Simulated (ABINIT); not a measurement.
The system is AlN.

```xyz
2
Lattice="0.0000 2.1840 2.1840 2.1840 0.0000 2.1840 2.1840 2.1840 0.0000" Properties=species:S:1:pos:R:3 pbc="T T T"
Al    0.0000    0.0000    0.0000
N     1.0920    1.0920    1.0920
```

Measurements of this composition are mostly on another form, of space group No. 186.

Base run:

```yaml
Program: ABINIT 10.8.3 (patched build)
Functional: PBE0
Potentials_or_basis: SPMS NC PBE v1.0
Cutoff: 952 eV
k_mesh: 6 × 6 × 6
Occupations: fermi-dirac, width 0.05 eV
Spin: no spin polarisation
```

Its results: band gap on the k mesh 7.39 eV, indirect (least direct gap 8.70 eV).

Problem. After a change of settings the same cell gave: band gap on the k mesh 6.15 eV, indirect (least direct gap 7.33 eV). Which change was it?
A. share of exact exchange from 0.5 to 0.15
B. share of exact exchange from 0.5 to 0.05
C. share of exact exchange from 0.5 to 0.25
D. share of exact exchange from 0.5 to 0.35

Solution. D.

Caveats: exact exchange is summed on a coarse mesh, which widens gaps by tenths of an eV.

Runs at the PBE level aren't shown here.
